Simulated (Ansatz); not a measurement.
Runs of Ansatz 0.2.0 on WC (Qusongite). The structure is hexagonal, space group P-6m2 (No. 187). The conventional cell has a = 2.907 Å, b = 2.907 Å, c = 2.837 Å, α = 90.00°, β = 90.00°, γ = 120.00°. W (site symmetry -6m2) is surrounded by 6 C at 2.20 Å. C (site symmetry -6m2) is surrounded by 6 W at 2.20 Å. 

```tsv
task	level	cell	k mesh	cutoff (eV)	smearing	basis error allowed	mesh quality	gap on the mesh (eV)	pressure (GPa)	relaxed volume (Å³/atom)
relaxation of cell and atoms	PBEsol	relaxed	10 × 10 × 9	-	fermi-dirac 0.05 eV	0.001 eV/atom	not flagged	-	0.0	(a)
single point	PBE	as given	10 × 10 × 9	335	gaussian 0.022 eV	0.001 eV/atom	not flagged	none	5.7	-
single point	PBE	as given	6 × 6 × 5	281	fermi-dirac 0.03 eV	0.004 eV/atom	coarse	none	6.0	-
relaxation of cell and atoms	PBEsol+D3(BJ)	relaxed	10 × 10 × 9	-	fermi-dirac 0.05 eV	0.001 eV/atom	not flagged	-	0.0	(b)
band structure	PBE	as given	10 × 10 × 9	335	fermi-dirac 0.05 eV	0.001 eV/atom	not flagged	-	5.7	-
relaxation of cell and atoms	RPBE+D4	relaxed	10 × 10 × 9	-	fermi-dirac 0.05 eV	0.001 eV/atom	not flagged	-	0.0	10.27
elastic constants	PBEsol	as given	7 × 7 × 7	358	fermi-dirac 0.05 eV	0.001 eV/atom	coarse	none	-3.1	-
```

Alike in all rows: potentials or basis all-electron LAPW, scalar-relativistic; no spin polarisation.

Task: Fill in the values left out.

Result: (a) 10.29; (b) 10.11.

Caveats: some runs use coarse meshes; the k mesh is thin for a metal, which can move the energy by tens of meV per atom (some runs); spin-orbit coupling is left out, which moves the levels of the heavy elements (some runs); a metal's response needs a denser mesh (some runs); the cell is more than 3 GPa from zero pressure, which shifts response properties (some runs); elastic constants of metals need much finer meshes, so these are rough (some runs).

A k mesh can miss the band edges, and the runs leave out spin-orbit coupling on W.

A gap of «none» marks a metal or a gap under the smearing width.
